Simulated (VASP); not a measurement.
# Al2O3 (Corundum) (R-3c) in VASP: further runs

Runs on Al2O3 (Corundum). Level: LDA. Tasks: single point.

Program: VASP 6.6.1. These are calculated values, not measurements. Logs are shortened: lines on timing, memory, paths and dates and some standing lists are left out, and cuts for length are marked.

## 1. The structure

It takes space group R-3c (No. 167, trigonal). The conventional cell has a = 4.760 Å, b = 4.760 Å, c = 12.996 Å, α = 90.00°, β = 90.00°, γ = 120.00°. Al (site symmetry 3) has 6 O at 1.85 to 1.97 Å as nearest neighbours. O (site symmetry 2) has 4 Al at 1.85 to 1.97 Å as nearest neighbours.

## 2. Single point, LDA

The input, INCAR:

```
SYSTEM = Al2O3
PREC = Accurate
ENCUT = 460
EDIFF = 1E-6
ISMEAR = 0
SIGMA = 0.05
LREAL = .FALSE.
LASPH = .TRUE.
NELM = 100
ALGO = Normal
ISIF = 2
LWAVE = .FALSE.
LCHARG = .FALSE.
NBANDS = 35
ADDGRID = .FALSE.
```

The input, KPOINTS:

```
regular mesh
0
G
  4 4 4
  0 0 0
```

The input, POSCAR:

```
Al2O3
1.0
    2.3802500000      1.3742379782      4.3318666667
   -2.3802500000      1.3742379782      4.3318666667
    0.0000000000     -2.7484759565      4.3318666667
Al O
4 6
Direct
    0.8521600000      0.8521600000      0.8521600000
    0.6478400000      0.6478400000      0.6478400000
    0.1478400000      0.1478400000      0.1478400000
    0.3521600000      0.3521600000      0.3521600000
    0.0566800000      0.7500000000      0.4433200000
    0.7500000000      0.4433200000      0.0566800000
    0.4433200000      0.0566800000      0.7500000000
    0.9433200000      0.2500000000      0.5566800000
    0.2500000000      0.5566800000      0.9433200000
    0.5566800000      0.9433200000      0.2500000000
```

Potentials or basis: VASP PAW LDA potentials, release 64 (Al, O).

Launch:

```console
> cat potpaw_LDA.64/Al/POTCAR potpaw_LDA.64/O/POTCAR > POTCAR
> mpirun -np 1 vasp_std > vasp.out
```

OUTCAR:

```text
SYSTEM = Al2O3
   PREC = Accurate
   ENCUT = 460
   EDIFF = 1E-6
   ISMEAR = 0
   LREAL = .FALSE.
   LASPH = .TRUE.
   NELM = 100
   ISIF = 2

 Found     13 irreducible k-points:

 Following reciprocal coordinates:
            Coordinates               Weight
  0.000000  0.000000  0.000000      1.000000
  0.250000  0.000000 -0.000000      6.000000
  0.500000  0.000000 -0.000000      3.000000
  0.250000  0.250000 -0.000000      6.000000
  0.500000  0.250000  0.000000     12.000000
 -0.250000  0.250000  0.000000      6.000000
   k-points           NKPTS =     13   k-points in BZ     NKDIM =     13   number of bands    NBANDS=     35
   number of dos      NEDOS =    301   number of ions     NIONS =     10
   total plane-waves  NPLWV =  46656
   dimension x,y,z NGX =    36 NGY =   36 NGZ =   36
   dimension x,y,z NGXF=    72 NGYF=   72 NGZF=   72
   ions per type =               4   6
   NGX,Y,Z   is equivalent  to a cutoff of  11.67, 11.67, 11.67 a.u.
   NGXF,Y,Z  is equivalent  to a cutoff of  23.33, 23.33, 23.33 a.u.
 SYSTEM =  Al2O3
   PREC   = accura    normal or accurate (medium, high low for compatibility)
   ISTART =      0    job   : 0-new  1-cont  2-samecut
   ICHARG =      2    charge: 1-file 2-atom 10-const
   ISPIN  =      1    spin polarized calculation?
   LNONCOLLINEAR =      F non collinear calculations
   LSORBIT =      F    spin-orbit coupling
   LASPH  =      T    aspherical Exc in radial PAW
   ENCUT  =  460.0 eV  33.81 Ry    5.81 a.u.   8.97  8.97  8.97*2*pi/ulx,y,z
   NELM   =    100;   NELMIN=  2; NELMDL= -5     # of ELM steps
   EDIFF  = 0.1E-05   stopping-criterion for ELM
   LREAL  =      F    real-space projection
   EDIFFG = 0.1E-04   stopping-criterion for IOM
   NSW    =      0    number of steps for IOM
   IBRION =     -1    ionic relax: 0-MD 1-quasi-New 2-CG
   NFREE  =      0    steps in history (QN), initial steepest desc. (CG)
   ISIF   =      2    stress and relaxation
   ISYM   =      2    0-nonsym 1-usesym 2-fastsym
   POTIM  = 0.5000    time-step for ionic-motion
   TEBEG  =    0.0;   TEEND  =   0.0 temperature during run
   PSTRESS=    0.0 pullay stress
   NELECT =      48.0000    total number of electrons
   NUPDOWN=      -1.0000    fix difference up-down
   EMIN   =  10.00;   EMAX   =-10.00  energy-range for DOS
   EFERMI =   0.00;   METHOD = LEGACY
   ISMEAR =     0;   SIGMA  =   0.05  broadening in eV -4-tet -1-fermi 0-gaus
   EFERMI_NEDOS =   21; number of points for ismear=-14 and -15
   IALGO  =     38    algorithm
   IMIX   =      4    mixing-type and parameters
     AMIX     =   0.40;   BMIX     =  1.00
     AMIX_MAG =   1.60;   BMIX_MAG =  1.00
  volume/ion in A,a.u.               =       8.50        57.37
  Fermi-wavevector in a.u.,A,eV,Ry     =   1.353064  2.556920 24.909299  1.830782
  Thomas-Fermi vector in A             =   2.480350
   LORBIT       =      0    0 simple, 1 ext, 2 COOP (PROOUT), +10 PAW based schemes
   GGA     = CA    functional components
   LHFCALC =     F    Hartree Fock is set to
   AEXX    =    0.0000 exact exchange contribution
   IVDW    =     0    specifies the selected vdW correction
   LEPSILON=     F    determine dielectric tensor
   LRPA    =     F    only Hartree local field effects (RPA)
 non-spin polarized calculation
 Gauss-broadening in eV      SIGMA  =   0.05
  energy-cutoff  :      460.00
  volume of cell :       85.02
 maximum number of plane-waves:      1928
   NGX = 17   NGY = 17   NGZ = 17

 number of electron      48.0000015 magnetization

 Free energy of the ion-electron system (eV)
  ---------------------------------------------------
  ext. energy  EPLUGINS =         0.00000000
  ---------------------------------------------------
  free energy    TOTEN  =       -83.11075379 eV

  energy without entropy =      -83.11075379  energy(sigma->0) =      -83.11075379

 E-fermi :   6.0930     XC(G=0): -12.1649

 val. band max:        5.8286118682   @ k =   0.0000   0.0000   0.0000
 cond. band min:      11.9962370325   @ k =   0.0000   0.0000   0.0000
 fundamental gap:      6.1676251643
 Fermi energy:         6.0930022039

 k-point     1 :       0.0000    0.0000    0.0000
  band No.  band energies     occupation
      1     -13.1910      2.00000
      2     -10.7598      2.00000
      3     -10.4666      2.00000
      4     -10.4666      2.00000
      5     -10.1406      2.00000
      6     -10.1406      2.00000
      7      -1.1645      2.00000
      8      -0.1486      2.00000
      9       0.2058      2.00000
     10       0.2058      2.00000
     11       1.3457      2.00000
     12       1.4203      2.00000
     13       1.4203      2.00000
     14       2.4294      2.00000
     15       2.8167      2.00000
     16       4.3790      2.00000
     17       4.3790      2.00000
     18       4.5154      2.00000
     19       4.5154      2.00000
     20       5.3315      2.00000
     21       5.3315      2.00000
     22       5.7876      2.00000
     23       5.7876      2.00000
     24       5.8286      2.00000
     25      11.9962      0.00000
     26      14.7849      0.00000
     27      16.3294      0.00000
     28      17.1585      0.00000
     29      17.1585      0.00000
     30      17.2802      0.00000
     31      17.9450      0.00000
     32      17.9450      0.00000
     33      17.9676      0.00000
     34      19.1794      0.00000
     35      20.2036      0.00000

 k-point     2 :       0.2500    0.0000   -0.0000
  band No.  band energies     occupation
      1     -12.8637      2.00000
      2     -11.0328      2.00000
      3     -10.5529      2.00000
      4     -10.5188      2.00000
      5     -10.2848      2.00000
      6     -10.1744      2.00000
      7      -0.8881      2.00000
      8      -0.3531      2.00000
      9      -0.1705      2.00000
     10       0.6675      2.00000
     11       1.1614      2.00000
     12       1.5887      2.00000
     13       2.8648      2.00000
     14       3.1112      2.00000
     15       3.4389      2.00000
     16       3.7307      2.00000
     17       3.9697      2.00000
     18       4.3704      2.00000
     19       4.4257      2.00000
     20       4.4982      2.00000
     21       5.0584      2.00000
     22       5.3793      2.00000
     23       5.6765      2.00000
     24       5.7171      2.00000
     25      13.2302      0.00000
     26      15.6689      0.00000
     27      15.7774      0.00000
     28      16.3769      0.00000
     29      16.6093      0.00000
     30      16.9295      0.00000
     31      18.1270      0.00000
     32      18.2660      0.00000
     33      18.3649      0.00000
     34      18.7797      0.00000
     35      19.5124      0.00000

 k-point     3 :       0.5000    0.0000   -0.0000
  band No.  band energies     occupation
      1     -12.0012      2.00000
      2     -12.0012      2.00000
      3     -10.4876      2.00000
      4     -10.4876      2.00000
      5     -10.3543      2.00000
      6     -10.3543      2.00000
      7      -0.6940      2.00000
      8      -0.6940      2.00000
      9       0.5761      2.00000
     10       0.5761      2.00000
     11       2.1947      2.00000
     12       2.1947      2.00000
     13       2.3637      2.00000
     14       2.3637      2.00000
     15       3.5934      2.00000
     16       3.5934      2.00000
     17       4.2605      2.00000
     18       4.2605      2.00000
     19       4.4812      2.00000
     20       4.4812      2.00000
     21       4.9085      2.00000
     22       4.9085      2.00000
     23       5.5546      2.00000
     24       5.5546      2.00000
     25      15.1329      0.00000
     26      15.1329      0.00000
     27      15.2963      0.00000
     28      15.2963      0.00000
     29      17.3626      0.00000
     30      17.3626      0.00000
     31      17.7275      0.00000
     32      17.7275      0.00000
     33      18.3837      0.00000
     34      18.3839      0.00000
     35      18.7602      0.00000

 k-point     4 :       0.2500    0.2500   -0.0000
  band No.  band energies     occupation
      1     -12.7784      2.00000
      2     -10.9214      2.00000
      3     -10.6978      2.00000
      4     -10.5333      2.00000
      5     -10.4801      2.00000
      6     -10.1124      2.00000
      7      -0.5847      2.00000
      8      -0.4521      2.00000
      9       0.2180      2.00000
     10       0.9003      2.00000
     11       1.0021      2.00000
     12       1.5362      2.00000
     13       2.6026      2.00000
     14       3.2406      2.00000
     15       3.4746      2.00000
     16       3.6372      2.00000
     17       3.8771      2.00000
     18       4.0712      2.00000
     19       4.3873      2.00000
     20       4.8334      2.00000
     21       4.8528      2.00000
     22       5.2300      2.00000
     23       5.5614      2.00000
     24       5.6627      2.00000
     25      13.4862      0.00000
     26      15.7384      0.00000
     27      15.7991      0.00000
     28      16.3478      0.00000
     29      16.8576      0.00000
     30      17.0787      0.00000
     31      17.4370      0.00000
     32      18.1996      0.00000
     33      18.7613      0.00000
     34      19.0520      0.00000
     35      19.3528      0.00000

 k-point     5 :       0.5000    0.2500    0.0000
  band No.  band energies     occupation
      1     -12.1363      2.00000
      2     -11.4839      2.00000
      3     -10.8673      2.00000
      4     -10.6763      2.00000
      5     -10.5250      2.00000
      6     -10.1132      2.00000
      7      -0.3259      2.00000
      8      -0.0482      2.00000
      9       0.2102      2.00000
     10       0.9242      2.00000
     11       1.6187      2.00000
     12       1.7231      2.00000
     13       2.4321      2.00000
     14       2.6108      2.00000
     15       3.3422      2.00000
     16       3.6134      2.00000
     17       4.0882      2.00000
     18       4.3625      2.00000
     19       4.4786      2.00000
     20       4.5712      2.00000
     21       4.8798      2.00000
     22       5.0466      2.00000
     23       5.4147      2.00000
     24       5.4744      2.00000
     25      14.7617      0.00000
     26      15.4417      0.00000
     27      15.5883      0.00000
     28      16.0465      0.00000
     29      16.0771      0.00000
     30      16.6694      0.00000
     31      17.3244      0.00000
     32      18.1923      0.00000
     33      18.4438      0.00000
     34      18.9446      0.00000
     35      19.2111      0.00000

 k-point     6 :      -0.2500    0.2500    0.0000
  band No.  band energies     occupation
      1     -12.3520      2.00000
      2     -11.3547      2.00000
      3     -10.8941      2.00000
      4     -10.4478      2.00000
      5     -10.3678      2.00000
      6     -10.2945      2.00000
      7      -0.5025      2.00000
      8      -0.2521      2.00000
      9       0.0654      2.00000
     10       0.6996      2.00000
     11       1.4229      2.00000
     12       1.6293      2.00000
     13       2.8962      2.00000
     14       3.2048      2.00000
     15       3.2810      2.00000
     16       3.7698      2.00000
     17       4.1484      2.00000
     18       4.1821      2.00000
     19       4.3341      2.00000
     20       4.4117      2.00000
     21       4.9010      2.00000
     22       5.2295      2.00000
     23       5.5222      2.00000
     24       5.6583      2.00000
     25      14.4512      0.00000
     26      15.1217      0.00000
     27      15.4575      0.00000
     28      15.9983      0.00000
     29      16.1958      0.00000
     30      16.7289      0.00000
     31      17.6382      0.00000
     32      18.2602      0.00000
     33      18.5546      0.00000
     34      18.7049      0.00000
     35      19.3068      0.00000

 [... further k-points ...]
[... 5 lines left out ...]
  --------------------------------------------------------------------------------------
  -------------------------------------------------------------------------------------
  Total       -2.7869537     -2.7869537     -3.0005814      0.0000000      0.0000000      0.0000000
  in kB      -52.5205763    -52.5205763    -56.5464234      0.0000000      0.0000000      0.0000000
  external PRESSURE =     -53.8625254 kB  Pullay stress =       0.0000000 kB

 VOLUME and BASIS-vectors are now :
 -----------------------------------------------------------------------------
  energy-cutoff  :      460.00
  volume of cell :       85.02
      direct lattice vectors                 reciprocal lattice vectors
     2.380250000  1.374237978  4.331866667     0.210061968  0.121279334  0.076949121
    -2.380250000  1.374237978  4.331866667    -0.210061968  0.121279334  0.076949121
     0.000000000 -2.748475957  4.331866667     0.000000000 -0.242558668  0.076949121

 POSITION                                       TOTAL-FORCE (eV/Angst)
 -----------------------------------------------------------------------------------
      0.00000     -0.00000     11.07433         0.000000      0.000000     -0.057084
      0.00000     -0.00000      8.41907         0.000000     -0.000000      0.057084
      0.00000     -0.00000      1.92127         0.000000     -0.000000      0.057084
      0.00000     -0.00000      4.57653         0.000000      0.000000     -0.057084
     -1.65027     -0.10988      5.41483        -0.060828     -0.105357     -0.000000
      0.72998      1.48412      5.41483        -0.060828      0.105357     -0.000000
      0.92030     -1.37424      5.41483         0.121656     -0.000000     -0.000000
      1.65027      0.10988      7.58077         0.060828      0.105357     -0.000000
     -0.72998     -1.48412      7.58077         0.060828     -0.105357     -0.000000
     -0.92030      1.37424      7.58077        -0.121656     -0.000000     -0.000000
 -----------------------------------------------------------------------------------
    total drift:                               -0.000000      0.000000     -0.000000

  FREE ENERGIE OF THE ION-ELECTRON SYSTEM (eV)
  ---------------------------------------------------
  free  energy   TOTEN  =       -83.1107537867 eV

  energy  without entropy=      -83.1107537867  energy(sigma->0) =      -83.11075379
```

It took 44 s on 1 thread of AMD EPYC 7R43 (Zen 3), shared host; peak memory 0.14 GiB.

These settings aren't checked as converged: the numbers below hold their error.

What came out:

* Free energy: -83.1108 eV
* Pressure: -5.4 GPa
* Largest force: 0.122 eV/Å
* Band gap on the k mesh: 6.17 eV, direct

Caveat: the cutoff is under 1.25 times the usual one of these potentials, so pressure, stress and relaxed cells hold a basis-set (Pulay) error.

## 3. Single point, LDA

Changes to INCAR since step 2:

```diff
@@ -3,3 +3,3 @@
 ENCUT = 460
-EDIFF = 1E-6
+EDIFF = 1E-7
 ISMEAR = 0
@@ -7,3 +7,3 @@
 LREAL = .FALSE.
-LASPH = .TRUE.
+LASPH = .FALSE.
 NELM = 100
```

KPOINTS is that of step 2.

POSCAR is that of step 2.

Potentials or basis: VASP PAW LDA potentials, release 64 (Al, O).

Launch:

```console
> cat potpaw_LDA.64/Al/POTCAR potpaw_LDA.64/O/POTCAR > POTCAR
> mpirun -np 1 vasp_std > vasp.out
```

Run time: 48 s. Hardware: 1 thread of AMD EPYC 7R43 (Zen 3), shared host; peak memory 0.13 GiB.

These settings aren't checked as converged: the numbers below hold their error.

Results:

| Item | Value |
| --- | --- |
| Free energy | -83.1108 eV |
| Pressure | -5.3 GPa |
| Largest force | 0.122 eV/Å |
| Band gap on the k mesh | 6.17 eV, direct |

Caveat: the cutoff is under 1.25 times the usual one of these potentials, so pressure, stress and relaxed cells hold a basis-set (Pulay) error.

## 4. Single point, LDA

Changes to INCAR since step 3:

```diff
@@ -2,3 +2,3 @@
 PREC = Accurate
-ENCUT = 460
+ENCUT = 220
 EDIFF = 1E-7
@@ -7,3 +7,3 @@
 LREAL = .FALSE.
-LASPH = .FALSE.
+LASPH = .TRUE.
 NELM = 100
```

The input, KPOINTS:

```
regular mesh
0
G
  6 6 6
  0 0 0
```

POSCAR is that of step 3.

Launch:

```console
> cat potpaw_LDA.64/Al/POTCAR potpaw_LDA.64/O/POTCAR > POTCAR
> mpirun -np 1 vasp_std > vasp.out
```

Run time: 41 s. Hardware: 1 thread of AMD EPYC 7R43 (Zen 3), shared host; peak memory 0.1 GiB.

The run converged, but a check on its numbers failed (symmetry, net force, bounds or a known fault of this set-up), so they aren't taken as properties of the crystal.

Caveat: the cutoff lies under the usual one of these potentials, so the numbers hold a large basis-set error; a pressure of tens of GPa on the cell as given is suspect, and the run, the potentials or the cell itself is likely at fault.

## 5. Single point, LDA

Changes to INCAR since step 4:

```diff
@@ -2,3 +2,3 @@
 PREC = Accurate
-ENCUT = 220
+ENCUT = 340
 EDIFF = 1E-7
```

The input, KPOINTS:

```
regular mesh
0
G
  5 5 5
  0 0 0
```

POSCAR is that of step 4.

Launch:

```console
> cat potpaw_LDA.64/Al/POTCAR potpaw_LDA.64/O/POTCAR > POTCAR
> mpirun -np 1 vasp_std > vasp.out
```

It took 45 s on 1 thread of AMD EPYC 7R43 (Zen 3), shared host; peak memory 0.12 GiB.

The run converged, but a check on its numbers failed (symmetry, net force, bounds or a known fault of this set-up), so they aren't taken as properties of the crystal.

Caveat: the cutoff lies under the usual one of these potentials, so the numbers hold a large basis-set error; a pressure of tens of GPa on the cell as given is suspect, and the run, the potentials or the cell itself is likely at fault.

## 6. Single point, LDA

Changes to INCAR since step 5:

```diff
@@ -2,3 +2,3 @@
 PREC = Accurate
-ENCUT = 340
+ENCUT = 650
 EDIFF = 1E-7
```

The input, KPOINTS:

```
regular mesh
0
G
  4 4 4
  0 0 0
```

POSCAR is that of step 5.

Potentials or basis: VASP PAW LDA potentials, release 64 (Al, O).

Launch:

```console
> cat potpaw_LDA.64/Al/POTCAR potpaw_LDA.64/O/POTCAR > POTCAR
> mpirun -np 1 vasp_std > vasp.out
```

It took 2.3 min on 1 thread of AMD EPYC 7R43 (Zen 3), shared host; peak memory 0.21 GiB.

These settings aren't checked as converged: the numbers below hold their error.

Results:

| Quantity | Value |
| --- | --- |
| Free energy | -83.1227 eV |
| Pressure | -5.0 GPa |
| Largest force | 0.127 eV/Å |
| Band gap on the k mesh | 6.17 eV, direct |

## 7. The reference run

An earlier run on the cell as given: functional PBE; potentials or basis VASP PAW PBE potentials, release 64 (Al, O); cutoff 520 eV; k mesh 7 × 7 × 7; occupations fermi-dirac, width 0.05 eV; no spin polarisation.

- Pressure: 7.2 GPa
- Largest force: 0.027 eV/Å
- Band gap on the k mesh: 6.22 eV, direct
